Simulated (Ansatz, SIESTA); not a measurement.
Given: the input of a run of SIESTA 5.4.2 on Bi.

Bi.fdf

```
SystemName                      Bi
SystemLabel                     Bi
NumberOfSpecies                 1
NumberOfAtoms                   4
%block ChemicalSpeciesLabel
  1  83 Bi
%endblock ChemicalSpeciesLabel

LatticeConstant                 1.0 Ang
%block LatticeVectors
     4.6584121839     0.0000000000     0.0000000000
     0.0000000000     4.5263885800     0.0000000000
    -0.3459734563     0.0000000000     6.5119480672
%endblock LatticeVectors
AtomicCoordinatesFormat         Fractional
%block AtomicCoordinatesAndAtomicSpecies
     0.2513749200     0.2500000000     0.7487333800  1  Bi
     0.7486250800     0.7500000000     0.2512666200  1  Bi
     0.2498876900     0.2500000000     0.2488803300  1  Bi
     0.7501123100     0.7500000000     0.7511196700  1  Bi
%endblock AtomicCoordinatesAndAtomicSpecies

%block kgrid.MonkhorstPack
    6   0   0  0.0
    0   6   0  0.0
    0   0   4  0.0
%endblock kgrid.MonkhorstPack
XC.Functional                   GGA
XC.Authors                      PBE
PAO.BasisSize                   DZP
PAO.EnergyShift                 0.003 Ry
Mesh.Cutoff                     500 Ry
OccupationFunction              FD
ElectronicTemperature           0.05 eV
MaxSCFIterations                120
SCF.MustConverge                false
SCF.Mixer.Method                Pulay
SCF.Mixer.Weight                0.25
SCF.Mixer.History               8
SCF.DM.Tolerance                5.0e-05
SCF.H.Tolerance                 1.0e-03 eV
WriteForces                     true
Charge.Mulliken                 end
Charge.Hirshfeld                end
Charge.Voronoi                  end
SaveRho                         true
SaveElectrostaticPotential      true
%block PAO.Basis
  Bi 4
  n=6 0 2
    5.784 0.000
  n=6 1 2
    8.130 0.000
  n=5 2 2
    3.882 0.000
  n=6 2 1
    8.130
%endblock PAO.Basis
```

Potentials or basis: PseudoDojo 0.4 standard (PBE files), converted to PSML, two zetas on semicore shells, DZP (energy shift 0.003 Ry; two zetas on semicore shells).

Command:

```sh
$ siesta < Bi.fdf > Bi.out 2>&1
```

Problem. What does the same run look like in Ansatz 0.2.0? Potentials or basis there: Ansatz PAW, cutoff 420 eV.

Solution. As run (cutoffs and basis follow the program's own potentials, and thresholds, step limits or extra output files can differ):

The input input.yaml:

```yaml
crystal:
  lattice:
    - [4.6584121839, 0.0, 0.0]
    - [0.0, 4.52638858, 0.0]
    - [-0.3459734563, 0.0, 6.5119480672]
  atoms:
    - { symbol: Bi, position: [0.25137492, 0.25, 0.74873338] }
    - { symbol: Bi, position: [0.74862508, 0.75, 0.25126662] }
    - { symbol: Bi, position: [0.24988769, 0.25, 0.24888033] }
    - { symbol: Bi, position: [0.75011231, 0.75, 0.75111967] }
hamiltonian:
  xc: pbe
  pseudopotentials: { kind: paw }
kpoints:
  mp_grid: { grid: [6, 6, 4] }
scf:
  occupations: { method: fermi_dirac, width: 0.05 }
output:
  forces: true
  stress: true
  eigenvalues: true
```

Potentials or basis: Ansatz PAW.

Run with:

```bash
$ ansatz run input.yaml --threads 2 --pin off --max-ram 5120MiB --backend cpu --events-out ev --progress --plain --runs-dir out
```

Both were run:

|  | SIESTA | Ansatz |
| --- | --- | --- |
| Pressure | 1.4 GPa | 1.1 GPa |

Ansatz's pressure holds a Pulay term of +0.03 GPa for its cutoff of 420 eV, which the other run lacks.

Where Ansatz's input types no cutoff or centring, it takes its own default and a Γ-centred mesh.

Pressure is positive in compression.
